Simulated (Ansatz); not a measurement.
Ansatz input file:

```yaml
crystal:
  lattice:
    - [3.9153741977, 0.0, 0.0]
    - [-1.9576870988, 3.3908135205, 0.0]
    - [0.0, 0.0, 6.4617076517]
  atoms:
    - { symbol: Ge, position: [0.6666666667, 0.3333333333, 0.0629118564] }
    - { symbol: Ge, position: [0.3333333333, 0.6666666667, 0.5629118564] }
    - { symbol: Ge, position: [0.6666666667, 0.3333333333, 0.4370881436] }
    - { symbol: Ge, position: [0.3333333333, 0.6666666667, 0.9370881436] }
basis:
  ecutwfc: 420
kpoints:
  mp_grid: { grid: [12, 12, 6] }
hamiltonian:
  xc: pbesol
scf:
  occupations: { method: gaussian, width: 0.1 }
output:
  forces: true
  stress: true
  eigenvalues: true
relax:
  adjacent_minimum: "off"
  f_tol: 0.01
  max_steps: 30
  cell: { stress_tol: 0.1, fix: [volume] }
```

Command:
```bash
ansatz run input.yaml --threads 1 --pin off --max-ram 2560MiB --backend cpu --events-out ev --progress --plain --runs-dir out
```

Computed with DFT PBEsol, scalar-relativistic, plane waves, PAW in Ansatz.

From the run's log, abridged (final results; tables in files aren't shown):

```
SCF 3 converged in 6 iterations: F = -17013.845847 eV  dr2 = 9.34e-12
SCF converged after 6 iterations
Free energy (F): -17013.845847 eV
Harris-Foulkes:  -17013.845847 eV  (|F-HF|=7.28e-12)
Internal energy: -17013.845389 eV  (E = F + TS)
E sigma→0 (E₀):  -17013.845618 eV
Entropy (-TS):   -0.000457 eV (-0.114 meV/atom)
Fermi energy:    9.336567 eV
--- Per-component energies (eV) ---
  E_band       = -569.631153
  E_kinetic    = 449.747561
  E_local      = -9746.294676  (includes V_loc(G=0)·N_el)
  E_nonlocal   = 1682.642469
  E_hartree    = 4280.603347
  E_xc         = -301.616235
  E_vxc        = -261.241772  (∫ρ·V_xc dr)
  E_paw        = -7917.810345  (= ΣΔE_a)
  E_vpaw       = -1255.692684  (= ΣTr[D̂ρ^β])
  E_aug_tail   = 0.001305  (compensation charges beyond the density's cutoff)
  E_ewald      = -5464.790560
  E_core_change = 3.671745  (= ΣΔE_core)
  E_smearing   = -0.000457  (= −TS)
--- Forces (eV/Å), atoms counted from 1 ---
  atom   1  Ge     0.00000000     0.00000000    -0.00261693
  atom   2  Ge     0.00000000     0.00000000    -0.00261693
  atom   3  Ge     0.00000000     0.00000000     0.00261693
  atom   4  Ge     0.00000000     0.00000000     0.00261693
--- Stress (GPa, compression-positive) ---
        4.849597       0.000000       0.000000
        0.000000       4.849597       0.000000
        0.000000       0.000000       4.773145
  P = ⅓ Tr σ = 4.8241 GPa (48.241 kbar)
--- Band table (eV; the first three rows and the last of 76) ---
  k-point 0: bands = ["-15.7660", "-15.7660", "-15.7209", "-15.7202", "-15.7202", "-15.7078", "-15.6922", "-15.6922", "-15.6298", "-15.6298", "-15.4820", "-15.4820", "-15.4681", "-15.4512", "-15.4460", "-15.4460", "-15.4207", "-15.4207", "-15.3879", "-15.3879", "-4.0573", "-1.8544", "1.2722", "7.6525", "7.6525", "9.0411", "9.2759", "9.3799", "9.3799", "9.7637", "11.4661", "11.4661", "12.0213", "13.8896"]
  k-point 1: bands = ["-15.7637", "-15.7637", "-15.7256", "-15.7256", "-15.7196", "-15.7082", "-15.6864", "-15.6864", "-15.6341", "-15.6341", "-15.4789", "-15.4789", "-15.4674", "-15.4528", "-15.4480", "-15.4480", "-15.4183", "-15.4183", "-15.3900", "-15.3900", "-3.9687", "-2.1491", "1.7470", "7.6163", "7.7311", "7.7311", "9.1839", "9.1839", "9.3689", "10.8048", "11.6562", "11.6562", "12.1070", "13.6785"]
  k-point 2: bands = ["-15.7572", "-15.7572", "-15.7363", "-15.7363", "-15.7163", "-15.7097", "-15.6740", "-15.6740", "-15.6451", "-15.6451", "-15.4712", "-15.4712", "-15.4652", "-15.4567", "-15.4535", "-15.4535", "-15.4120", "-15.4120", "-15.3957", "-15.3957", "-3.7058", "-2.7269", "2.8604", "5.9046", "7.9609", "7.9609", "8.7617", "8.7617", "9.6450", "10.6332", "12.0910", "12.0910", "13.1890", "13.1890"]
  k-point 75: bands = ["-15.7832", "-15.7832", "-15.7566", "-15.7566", "-15.6811", "-15.6811", "-15.6044", "-15.6044", "-15.5758", "-15.5758", "-15.5564", "-15.5564", "-15.5134", "-15.5134", "-15.4778", "-15.4778", "-15.3921", "-15.3921", "-15.3619", "-15.3619", "-0.7232", "-0.7232", "0.8220", "0.8220", "4.5859", "4.5859", "7.0549", "7.0549", "10.5019", "10.5019", "13.2447", "13.2447", "15.2313", "15.2313"]
--- Relaxed structure (2 steps of the walk, 2 accepted, 1 SCFs on fresh bases) ---
  F+E_penalty+E_count = -17013.84584688 eV   max|allowed force component| = 2.617e-3 eV/Å   (the final SCF, on the basis selected at the relaxed cell)
  cell:  # Å, volume = 85.7876 Å³
    - [3.91355553, 0.0, 0.0]
    - [-1.95677776, 3.38923851, 0.0]
    - [0.0, 0.0, 6.46771466]
  atoms:
    - { symbol: Ge, position: [0.66666666, 0.33333333, 0.06314018] }
    - { symbol: Ge, position: [0.33333333, 0.66666666, 0.56314018] }
    - { symbol: Ge, position: [0.66666666, 0.33333333, 0.43685981] }
    - { symbol: Ge, position: [0.33333333, 0.66666666, 0.93685981] }
```

The relaxation met its thresholds.

It took 39 s on 1 thread of Arm Neoverse V1, with other jobs on the host, peak memory 0.44 GiB.